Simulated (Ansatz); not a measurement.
A plane-wave DFT run in Ansatz 0.2.0 (scalar-relativistic PAW potentials unless the input names others): input and command.

```yaml
crystal:
  lattice:
    - [2.2015871003, -2.2015871003, 0.0]
    - [2.2015871003, 0.0, -2.2015871003]
    - [11.0079355015, 7.705554851, 7.705554851]
  atoms:
    - { symbol: Al, position: [0.8021, -0.1979, 0.3958] }
    - { symbol: Al, position: [0.2187666667, 0.2187666667, 0.2291333333] }
    - { symbol: Al, position: [0.3854333333, 0.3854333333, 0.5624666667] }
    - { symbol: Al, position: [0.5521, 0.5521, 0.8958] }
    - { symbol: Al, position: [-0.0312333333, -0.0312333333, 0.7291333333] }
    - { symbol: Al, position: [0.6354333333, 0.6354333333, 0.0624666667] }
    - { symbol: "N", position: [0.4479333333, 0.4479333333, 0.4374666667] }
    - { symbol: "N", position: [0.8646, -0.1354, 0.2708] }
    - { symbol: "N", position: [0.0312666667, 0.0312666667, 0.6041333333] }
    - { symbol: "N", position: [0.1979333333, 0.1979333333, 0.9374666667] }
    - { symbol: "N", position: [-0.3854, -0.3854, 0.7708] }
    - { symbol: "N", position: [0.2812666667, 0.2812666667, 0.1041333333] }
basis:
  ecutwfc: 420
kpoints:
  mp_grid: { grid: [8, 8, 2] }
hamiltonian:
  xc: pbe
scf:
  occupations: { method: gaussian, width: 0.05 }
  n_extra_bands: 2
output:
  forces: true
  eigenvalues: true
  stress: true
```

```bash
ansatz run input.yaml --threads 2 --pin off --max-ram 5120MiB --backend cpu --events-out ev --progress --plain --runs-dir out
```

Abridged log:
```
Basis set: ecut = 420 eV, 2483 PW (Γ), exchange–correlation on 48×48×216 points (8 copies of the dense FFT grid, shifted against one another)
Bands: 26, of which v1, the nominal top of the filled ones, is band 24 counted from 1 (23 counted from 0)
Symmetry: 2 space group operations
k-points: 42 of 128 (time reversal used)
SCF iter   1: F=—  HF=-5543.950785 eV  |F-HF|=—  |Δ(HF+E_count)|=         —  Δρ=1.99e-3  dr2=1.61e-2  ethr=1.77e-3  ⟨swp⟩=6.0  Hψ=5525  notcnv=0
SCF iter   2: F=—  HF=-5543.947969 eV  |F-HF|=—  |Δ(HF+E_count)|=   2.82e-3  Δρ=8.42e-4  dr2=7.02e-4  ethr=3.36e-5  ⟨swp⟩=2.7  Hψ=2308  notcnv=0
SCF iter   3: F=—  HF=-5543.948038 eV  |F-HF|=—  |Δ(HF+E_count)|=   6.85e-5  Δρ=3.94e-4  dr2=1.21e-4  ethr=1.46e-6  ⟨swp⟩=2.0  Hψ=1828  notcnv=0
SCF iter   4: F=—  HF=-5543.948104 eV  |F-HF|=—  |Δ(HF+E_count)|=   6.62e-5  Δρ=2.16e-4  dr2=6.31e-5  ethr=2.53e-7  ⟨swp⟩=2.0  Hψ=1949  notcnv=0
SCF iter   5: F=—  HF=-5543.947964 eV  |F-HF|=—  |Δ(HF+E_count)|=   1.41e-4  Δρ=5.34e-5  dr2=2.30e-6  ethr=1.31e-7  ⟨swp⟩=2.2  Hψ=1775  notcnv=0
SCF iter   6: F=—  HF=-5543.947965 eV  |F-HF|=—  |Δ(HF+E_count)|=   1.58e-6  Δρ=1.59e-5  dr2=2.71e-7  ethr=4.79e-9  ⟨swp⟩=2.0  Hψ=1853  notcnv=0
SCF iter   7: F=-5543.947965 eV  HF=-5543.947965 eV  |F-HF|=6.45e-9  |Δ(HF+E_count)|=   6.55e-8  Δρ=3.70e-6  dr2=7.69e-9  ethr=2.08e-10  ⟨swp⟩=5.0  Hψ=4640  notcnv=0
SCF 1 converged in 7 iterations: F = -5543.947965 eV  dr2 = 7.69e-9
SCF converged after 7 iterations
Free energy (F): -5543.947965 eV
Harris-Foulkes:  -5543.947965 eV  (|F-HF|=6.45e-9)
Internal energy: -5543.947965 eV  (E = F + TS)
E sigma→0 (E₀):  -5543.947965 eV
Fermi energy:    8.597565 eV
--- Forces (eV/Å), atoms counted from 1 ---
  atom   1  Al     0.03682322     0.03552858     0.03552858
  atom   2  Al     0.17142044     0.05977565     0.05977565
  atom   3  Al     0.03642585     0.03611428     0.03611428
  atom   4  Al    -0.78833456    -0.27318487    -0.27318487
  atom   5  Al     0.04910922     0.04034450     0.04034450
  atom   6  Al     0.08512906    -0.22430262    -0.22430262
  atom   7  N     -0.03376458    -0.03587775    -0.03587775
  atom   8  N     -0.03075396    -0.03166237    -0.03166237
  atom   9  N     -0.03731581    -0.03568871    -0.03568871
  atom  10  N     -0.27385766     0.47820850     0.47820850
  atom  11  N     -0.04176592    -0.06172925    -0.06172925
  atom  12  N      0.82690002     0.01249887     0.01249887
--- Stress (GPa, compression-positive) ---
        4.286514       1.678237       1.678237
        1.678254      -3.834822       2.319596
        1.678254       2.319596      -3.834822
  P = ⅓ Tr σ = -1.1277 GPa (-11.277 kbar)
```

Apart from outputs, the input differs from a reference run on usual settings in scf.n_extra_bands: not typed → 2. The reference, at the same geometry (not necessarily relaxed), gave pressure -1.13 GPa, largest force 0.878 eV/Å, gap on the mesh 3.00 eV. This run converged in 7 SCF iterations (reference: 7) with an energy at zero smearing within 0.01 meV/atom of the reference's, pressure -1.13 GPa, largest force 0.878 eV/Å, gap on the mesh 3.00 eV.

It took 6.2 s on 2 threads of Arm Neoverse V2, on a shared host, peak memory 0.38 GiB.